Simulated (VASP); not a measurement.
# BN (P6_3mc) in VASP: notebook, part 2 of 2

VASP 6.6.1.

**4. Single point, PBEsol**

Input file INCAR:

```
ALGO = Normal ; EDIFF = 1E-6
ENCUT = 520 ; GGA = PS
ISIF = 2 ; ISMEAR = 0
LASPH = T ; LCHARG = T
LELF = T ; LREAL = F
LVHAR = T ; LWAVE = F
NELM = 100 ; PREC = Accurate
SIGMA = 0.5
```

Input file KPOINTS:

```
k-points
0
Gamma
  12 12 6
```

Input file POSCAR:

```
BN
1.0
    2.5416900000      0.0000000000      0.0000000000
   -1.2708500000      2.2011700000      0.0000000000
    0.0000000000      0.0000000000      4.2041500000
B N
2 2
Direct
    0.6666700000      0.3333300000      0.9997200000
    0.3333300000      0.6666700000      0.4997200000
    0.6666700000      0.3333300000      0.6252800000
    0.3333300000      0.6666700000      0.1252800000
```

Potentials or basis: VASP PAW PBE potentials, release 64 (B, N).

Command:

```sh
$ cat potpaw_PBE.64/B/POTCAR potpaw_PBE.64/N/POTCAR > POTCAR
$ mpirun -np 1 vasp_std > vasp.out
```

OUTCAR:

```text
EDIFF = 1E-6
   ENCUT = 520
   GGA = PS
   ISIF = 2
   ISMEAR = 0
   LASPH = T
   LREAL = F
   NELM = 100
   PREC = Accurate

 ion  position               nearest neighbor table
   1  0.667  0.333  1.000-   4 1.56   4 1.56   4 1.56   3 1.57
   2  0.333  0.667  0.500-   3 1.56   3 1.56   3 1.56   4 1.57
   3  0.667  0.333  0.625-   2 1.56   2 1.56   2 1.56   1 1.57
   4  0.333  0.667  0.125-   1 1.56   1 1.56   1 1.56   2 1.57

  LATTYP: Found a hexagonal cell.
 ALAT       =     2.5416900000
 C/A-ratio  =     1.6540766183

  Lattice vectors:

 A1 = (   2.5416900000,   0.0000000000,   0.0000000000)
 A2 = (  -1.2708500000,   2.2011700000,   0.0000000000)
 A3 = (   0.0000000000,   0.0000000000,   4.2041500000)

Analysis of symmetry for initial positions (statically):
=====================================================================
 Subroutine PRICEL returns:
 Original cell was already a primitive cell.

 Routine SETGRP: Setting up the symmetry group for a
 hexagonal supercell.

 Subroutine GETGRP returns: Found  4 space group operations
 (whereof  2 operations were pure point group operations)
 out of a pool of 24 trial point group operations.

The static configuration has the point symmetry C_1h.
 The point group associated with its full space group is C_2v.

Analysis of symmetry for dynamics (positions and initial velocities):
=====================================================================
 Subroutine PRICEL returns:
 Original cell was already a primitive cell.

 Routine SETGRP: Setting up the symmetry group for a
 hexagonal supercell.

 Subroutine GETGRP returns: Found  4 space group operations
 (whereof  2 operations were pure point group operations)
 out of a pool of 24 trial point group operations.

The dynamic configuration has the point symmetry C_1h.
 The point group associated with its full space group is C_2v.

[... 131 lines left out ...]
   LEPSILON=     F    determine dielectric tensor
   LRPA    =     F    only Hartree local field effects (RPA)
 non-spin polarized calculation
 Gauss-broadening in eV      SIGMA  =   0.50
  energy-cutoff  :      520.00
  volume of cell :       23.52
 maximum number of plane-waves:       652
   NGX =  9   NGY =  9   NGZ = 15

 number of electron      15.9999999 magnetization

 Free energy of the ion-electron system (eV)
  ---------------------------------------------------
  ext. energy  EPLUGINS =         0.00000000
  ---------------------------------------------------
  free energy    TOTEN  =       -36.62586066 eV

  energy without entropy =      -36.62586066  energy(sigma->0) =      -36.62586066

 E-fermi :   9.6568     XC(G=0): -13.0288

 val. band max:        7.5805887362   @ k =   0.0000   0.0000   0.0000
 cond. band min:      12.5263187543   @ k =   0.3333   0.3333   0.0000
 fundamental gap:      4.9457300181
 Fermi energy:         9.6568302417

 k-point     1 :       0.0000    0.0000    0.0000
  band No.  band energies     occupation
      1     -12.9053      2.00000
      2      -8.6797      2.00000
      3      -3.4788      2.00000
      4       5.4333      2.00000
      5       5.4338      2.00000
      6       7.2968      2.00000
      7       7.5802      2.00000
      8       7.5806      2.00000
      9      15.9047      0.00000
     10      15.9051      0.00000
     11      16.1484      0.00000
     12      17.1137      0.00000
[... 331 lines left out ...]
 k-point    24 :      -0.4167    0.3333    0.0000
  band No.  band energies     occupation
      1      -9.9293      2.00000
      2      -7.0806      2.00000
      3      -1.3132      2.00000
      4      -0.5586      2.00000
      5       1.1172      2.00000
      6       2.4832      2.00000
      7       4.2780      2.00000
      8       5.2832      2.00000
      9      14.8359      0.00000
     10      15.7267      0.00000
     11      18.1384      0.00000
     12      19.6189      0.00000

 [... further k-points ...]

------------------------ aborting loop because EDIFF is reached ----------------------------------------

  FORCE on cell =-STRESS in cart. coord.  units (eV):
  Direction    XX          YY          ZZ          XY          YZ          ZX
  --------------------------------------------------------------------------------------
  -------------------------------------------------------------------------------------
  Total        0.0453282      0.0456594      0.0455550      0.0002867      0.0000000      0.0000000
  in kB        3.0876242      3.1101871      3.1030741      0.0195284      0.0000000      0.0000000
  external PRESSURE =       3.1002951 kB  Pullay stress =       0.0000000 kB

 VOLUME and BASIS-vectors are now :
 -----------------------------------------------------------------------------
  energy-cutoff  :      520.00
  volume of cell :       23.52
      direct lattice vectors                 reciprocal lattice vectors
     2.541690000  0.000000000  0.000000000     0.393439011  0.227152817  0.000000000
    -1.270850000  2.201170000  0.000000000     0.000000000  0.454303847  0.000000000
     0.000000000  0.000000000  4.204150000     0.000000000  0.000000000  0.237860210

 POSITION                                       TOTAL-FORCE (eV/Angst)
 -----------------------------------------------------------------------------------
      1.27086      0.73372      4.20297        -0.000530      0.000306      0.000178
     -0.00002      1.46745      2.10090         0.000530     -0.000306      0.000178
      1.27086      0.73372      2.62877        -0.000541      0.000312     -0.000178
     -0.00002      1.46745      0.52670         0.000541     -0.000312     -0.000178
 -----------------------------------------------------------------------------------
    total drift:                                0.000000      0.000000      0.000513

  FREE ENERGIE OF THE ION-ELECTRON SYSTEM (eV)
  ---------------------------------------------------
  free  energy   TOTEN  =       -36.6258606594 eV

  energy  without entropy=      -36.6258606594  energy(sigma->0) =      -36.62586066
```

OSZICAR:

```text
N       E                     dE             d eps       ncg     rms          rms(c)
DAV:   1     0.479975274447E+02    0.47998E+02   -0.87531E+03  4144   0.130E+03
DAV:   2    -0.360340401806E+02   -0.84032E+02   -0.78222E+02  5780   0.271E+02
DAV:   3    -0.385287824962E+02   -0.24947E+01   -0.24841E+01  5492   0.470E+01
DAV:   4    -0.385425255734E+02   -0.13743E-01   -0.13736E-01  5136   0.363E+00
DAV:   5    -0.385426697399E+02   -0.14417E-03   -0.14414E-03  5364   0.351E-01    0.932E+00
DAV:   6    -0.368365974437E+02    0.17061E+01   -0.43586E+00  5084   0.172E+01    0.457E+00
DAV:   7    -0.366682494902E+02    0.16835E+00   -0.22521E-01  4944   0.453E+00    0.266E+00
DAV:   8    -0.366266083227E+02    0.41641E-01   -0.68684E-02  4652   0.231E+00    0.213E-01
DAV:   9    -0.366257957461E+02    0.81258E-03   -0.21238E-03  5360   0.469E-01    0.115E-01
DAV:  10    -0.366258611557E+02   -0.65410E-04   -0.19904E-04  4848   0.138E-01    0.216E-02
DAV:  11    -0.366258600694E+02    0.10863E-05   -0.36696E-05  5300   0.523E-02    0.106E-02
DAV:  12    -0.366258606594E+02   -0.59007E-06   -0.38896E-06  4940   0.196E-02
   1 F= -.36625861E+02 E0= -.36625861E+02  d E =-.274327E-10
```

Run time: 22 s. Hardware: 1 thread of AMD EPYC 9R14 (Zen 4), shared host; peak memory 0.13 GiB.

What came out:

* Free energy: -36.6259 eV
* Pressure: 0.3 GPa
* Band gap on the k mesh: 4.95 eV, indirect (least direct gap 8.22 eV)

Levels at points of the mesh, in eV from the valence-band top:
```
           k point  band 6  band 7  band 8  band 9  band 10  band 11
(0.00, 0.00, 0.00)   -0.28    0.00    0.00    8.32     8.32     8.57
(0.50, 0.00, 0.00)   -5.05   -4.51   -2.13    6.57     7.82    10.54
(0.50, 0.50, 0.00)   -5.05   -4.51   -2.13    6.57     7.82    10.54
(0.00, 0.00, 0.50)   -1.19   -1.19   -1.19    9.47     9.47     9.89
(0.50, 0.00, 0.50)   -3.81   -3.61   -3.61    6.46     6.46     9.96
(0.50, 0.50, 0.50)   -3.81   -3.61   -3.61    6.46     6.46     9.96
```

Caveat: the PAW data sets were made with another functional, which shifts forces and pressure a little. PBEsol gaps usually lie below the measured ones, often by a third to a half.

**5. The runs side by side**

| k mesh | cutoff (eV) | smearing | gap on the mesh (eV) | pressure (GPa) |
| --- | --- | --- | --- | --- |
| 12 × 12 × 6 | 700 | gaussian 0.02 eV | 4.94 | 0.1 |
| 15 × 15 × 8 | 520 | gaussian 0.02 eV | 4.95 | 0.3 |
| 12 × 12 × 6 | 520 | gaussian 0.5 eV | 4.95 | 0.3 |

Alike in all rows: task single point; level PBEsol; potentials or basis VASP PAW PBE potentials, release 64 (B, N); no spin polarisation; cell as given.

On the cell as given the gap runs from 4.94 eV (PBEsol) to 4.95 eV (PBEsol); the meshes differ, which moves gaps too.

Caveats: the PAW data sets were made with another functional, which shifts forces and pressure a little; an odd mesh through Γ misses points on the zone boundary, where band edges often lie (some runs).

Total energies depend on the potentials used, so only differences within one code and one set of settings carry meaning.
